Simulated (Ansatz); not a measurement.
# AlNi: the cost of one run

Computed with Ansatz 0.2.0 (DFT r2SCAN, scalar-relativistic, plane waves, PAW, unless a step's input says otherwise).

2 further runs of the same task are left out: 2 set aside as unsound or not needed.

### 1 The system as given

The structure is tetragonal, space group P4/mmm (No. 123). Conventional cell: a = 2.860 Å, b = 2.860 Å, c = 2.870 Å, α = 90.00°, β = 90.00°, γ = 90.00°. Al (site symmetry 4/mmm) is surrounded by 8 Ni at 2.48 Å. Ni (site symmetry 4/mmm) has 8 Al at 2.48 Å as nearest neighbours.

As a file:

```xyz
2
Lattice="2.8599 0.0000 0.0000 0.0000 2.8599 0.0000 0.0000 0.0000 2.8700" Properties=species:S:1:pos:R:3 pbc="T T T"
Al    0.0000    0.0000    0.0000
Ni    1.4300    1.4300    1.4350
```

It goes back to an entry of the Materials Project, which need not be the stable form.

This cell was relaxed beforehand with the same method: volume 11.74 Å³/atom, gap on the mesh none (metal).

### 2 Reference cell for the strains

input.yaml

```yaml
crystal:
  lattice:
    - [2.8599321482, 0.0, 0.0]
    - [0.0, 2.8599321482, 0.0]
    - [0.0, 0.0, 2.8700173037]
  atoms:
    - { symbol: Al, position: [0.0, 0.0, 0.0] }
    - { symbol: Ni, position: [0.5, 0.5, 0.5] }
basis:
  ecutwfc: 500
kpoints:
  mp_grid: { grid: [18, 18, 18] }
hamiltonian:
  xc: r2scan
scf:
  occupations: { method: gaussian, width: 0.1 }
output:
  forces: true
  stress: true
  eigenvalues: true
```

On the command line:

```console
$ ansatz run input.yaml --threads 1 --pin off --max-ram 2560MiB --backend cpu --events-out ev --progress --plain --runs-dir out
```

Q: Estimate wall time and peak memory on 1 thread of Intel Xeon 6975P-C (Granite Rapids), shared host.

About 14 s, with a peak of 0.61 GiB.
